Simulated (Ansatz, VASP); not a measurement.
**HfN: VASP beside Ansatz**

The input INCAR:

```
PREC = Accurate
ENCUT = 600
EDIFF = 1E-6
ISMEAR = -1
SIGMA = 0.05
LREAL = False
LASPH = True
NELM = 80
ALGO = Normal
ISIF = 3
LWAVE = False
LCHARG = False
GGA = RE
IBRION = 2
NSW = 60
EDIFFG = -0.01
```

Contents of KPOINTS:

```
regular mesh
0
Gamma
  9 9 9
```

The input POSCAR:

```
HfN
1.0
    0.0000000000      2.4548220000      2.4548220000
    2.4548220000      0.0000000000      2.4548220000
    2.4548220000      2.4548220000      0.0000000000
Hf N
1 1
Direct
    0.0000000000      0.0000000000      0.0000000000
    0.2500000000      0.2500000000      0.2500000000
```

File input.yaml:

```yaml
crystal:
  lattice:
    - [0.0, 2.454822, 2.454822]
    - [2.454822, 0.0, 2.454822]
    - [2.454822, 2.454822, 0.0]
  atoms:
    - { symbol: Hf, position: [0.0, 0.0, 0.0] }
    - { symbol: "N", position: [0.25, 0.25, 0.25] }
hamiltonian:
  xc: revpbe
  pseudopotentials: { kind: paw }
kpoints:
  mp_grid: { grid: [9, 9, 9] }
scf:
  occupations: { method: fermi_dirac, width: 0.05 }
output:
  forces: true
  stress: true
  eigenvalues: true
relax:
  f_tol: 0.01
  max_steps: 40
  cell: { stress_tol: 0.05 }
```

The cell comes from a database or a generator and needn't be the stable form of this composition.

Alike in both runs: task relaxation of cell and atoms; functional revPBE; k mesh 9 × 9 × 9; occupations fermi-dirac, width 0.05 eV; no spin polarisation.

|  | VASP | Ansatz |
| --- | --- | --- |
| version | VASP 6.6.1 | Ansatz 0.2.0 |
| potentials or method | VASP PAW PBE potentials, release 64 (Hf_pv, N) | Ansatz PAW |
| plane-wave cutoff (eV) | 600 | 420 |
| valence electrons in the cell | 15 | 31 |

Ansatz gave:

- gap on the k mesh at the Fermi level, each at its own relaxed structure (eV): none
- relaxed volume (Å³/atom): 15.05
- relaxed cell length with the largest relative difference (Å): 3.492
- energy change over the relaxation (meV/atom): -3

**Question.** Estimate VASP's values.

**Answer.** gap on the k mesh at the Fermi level, each at its own relaxed structure (eV): none; relaxed volume (Å³/atom): 14.96; relaxed cell length with the largest relative difference (Å): 3.485; energy change over the relaxation (meV/atom): -1.

A gap of «none» marks a metal or a gap that the smearing closes. The two sets of potentials don't hold the same shells in valence.

Caveats: the PAW data sets were made with another functional, which shifts forces and pressure a little (VASP); the plane-wave basis is chosen anew once the cell has moved, so the energies of steps on either side of that aren't comparable (Ansatz); the pressure holds a Pulay correction of +0.4 GPa for the finite cutoff (Ansatz); the PAW data sets come from PBE, with cores solved anew for the run's functional, which leaves a small shift of forces and pressure (Ansatz). The runs have no spin-orbit coupling, so splittings on Hf are missing.
